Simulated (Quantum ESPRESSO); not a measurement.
TiSi2:

```
Ti Si
1.0
    -1.47287    1.71213    4.21208
     1.47287   -1.71213    4.21208
     1.47287    1.71213   -4.21208
Ti Si
1 2
Cartesian
  0.0000 0.0000 0.0000
  0.0000 0.0000 5.6448
  0.0000 0.0000 2.7793
```

The cell comes from a database or a generator and needn't be the stable form of this composition.

Base run:

* Program: Quantum ESPRESSO 7.5
* Functional: PBEsol
* Potentials or basis: GBRV 1.5 PBEsol
* Cutoff: 612 eV
* Density cutoff: 4898 eV
* k mesh: 12 × 12 × 12
* Occupations: fermi-dirac, width 0.05 eV
* Spin: no spin polarisation

Its results: band gap on the k mesh none (metal or under the smearing width); pressure -3.7 GPa; largest force 0.065 eV/Å.

Q: The run is repeated on the same cell with these changes: functional from PBEsol to LDA; potentials or basis from GBRV 1.5 PBEsol to GBRV 1.5 LDA. What comes out?

A: Band gap on the k mesh none (metal or under the smearing width); pressure -6.5 GPa; largest force 0.113 eV/Å.

Not every run made on this cell is shown here.
